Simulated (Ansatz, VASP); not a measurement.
# SnTe in VASP and in Ansatz

Contents of INCAR:

```
PREC = Accurate
ENCUT = 520
EDIFF = 1E-6
ISMEAR = 0
SIGMA = 0.03
LREAL = F
LASPH = T
NELM = 80
ALGO = Normal
ISIF = 2
LWAVE = F
LCHARG = F
GGA = PE
NBANDS = 17
```

The input KPOINTS:

```
regular mesh
0
Gamma
  10 10 10
```

POSCAR

```
SnTe
1.0
    0.1640828798      3.2406368767      3.2406368767
    3.2406368767      0.1640828798      3.2406368767
    3.2406368767      3.2406368767      0.1640828798
Sn Te
1 1
Direct
    0.0000000000      0.0000000000      0.0000000000
    0.5000000000      0.5000000000      0.5000000000
```

Input for Ansatz:

```yaml
crystal:
  lattice:
    - [0.1640828798, 3.2406368767, 3.2406368767]
    - [3.2406368767, 0.1640828798, 3.2406368767]
    - [3.2406368767, 3.2406368767, 0.1640828798]
  atoms:
    - { symbol: Sn, position: [0.0, 0.0, 0.0] }
    - { symbol: Te, position: [0.5, 0.5, 0.5] }
basis:
  ecutwfc: 420
kpoints:
  mp_grid: { grid: [10, 10, 10] }
hamiltonian:
  xc: pbe
scf:
  occupations: { method: gaussian, width: 0.03 }
output:
  forces: true
  stress: true
  eigenvalues: true
```

Alike in both runs: task single point; functional PBE; k mesh 10 × 10 × 10; occupations gaussian, width 0.03 eV; no spin polarisation.

|  | VASP | Ansatz |
| --- | --- | --- |
| version | VASP 6.6.1 | Ansatz 0.2.0 |
| potentials or method | VASP PAW PBE potentials, release 64 (Sn_d, Te) | scalar-relativistic, plane waves, PAW |
| plane-wave cutoff (eV) | 520 | 420 |
| valence electrons in the cell | 20 | 30 |

|  | VASP | Ansatz | Ansatz less VASP |
| --- | --- | --- | --- |
| gap on the k mesh at the Fermi level (eV) | none | none | - |
| pressure (GPa) | 1.9 | 1.9 | +0.03 |
| largest component of the traceless stress (GPa) | 0.85 | 0.85 | +0.005 |

A gap of «none» marks a metal or a gap that the smearing closes. The two sets of potentials don't hold the same shells in valence.

Spin-orbit coupling is left out, which matters for the levels of Te.
